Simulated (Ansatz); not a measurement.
Calculated with Ansatz (gas phase, PBE0-D4/def2-TZVP geometries, no zero-point term in ΔE). CBS: MP2 limit from def2 TZ/QZ plus the TZ coupled-cluster correction, frozen cores. This one scheme is used for every species. Functionals use def2-TZVPP. B3LYP here is the variant with VWN-RPA as its local correlation; programs differ in this. Each species was taken in one conformer, which may not be the lowest.

`BOCCO` + `CC(C)F` → `BC(C)(C)F` + `OCCO`  (formal exchange of groups at a B–O bond)

(1) Is it downhill or uphill in electronic energy at CCSD(T)/CBS, and by how much? (An estimate is asked.)

(2) What do these levels give: PBE0-D4, B3LYP-D4, ωB97X-V, ωB97M-V, B2PLYP, B3LYP, MP2/def2-TZVPP, CCSD/def2-TZVPP, MP2/def2-QZVPP, SCS-MP2/def2-QZVPP, HF/CBS(def2), MP2/CBS(def2)? (Estimate.)

Largest T1 diagnostic among the species: 0.013.

Answers

(1) The calculation gave: Uphill: ΔE = +36.5 kcal/mol.

(2) The calculation gave: PBE0-D4 35.9, B3LYP-D4 37.6, ωB97X-V 36.2, ωB97M-V 36.3, B2PLYP 38.2, B3LYP 38.5, MP2/def2-TZVPP 37.0, CCSD/def2-TZVPP 37.1, MP2/def2-QZVPP 36.8, SCS-MP2/def2-QZVPP 37.4, HF/CBS(def2) 39.6, MP2/CBS(def2) 36.6 kcal/mol.

The D4 term adds −1.0 kcal/mol with B3LYP and −0.5 kcal/mol with PBE0; it sums over pairs of atoms, weighted by their polarisabilities, and B3LYP, whose exchange is more repulsive, gets the larger term. In def2-TZVPP, CCSD(T) changes the Hartree–Fock value by −2.4 kcal/mol (the triples alone add −0.1 kcal/mol) and MP2 by −2.3 kcal/mol.
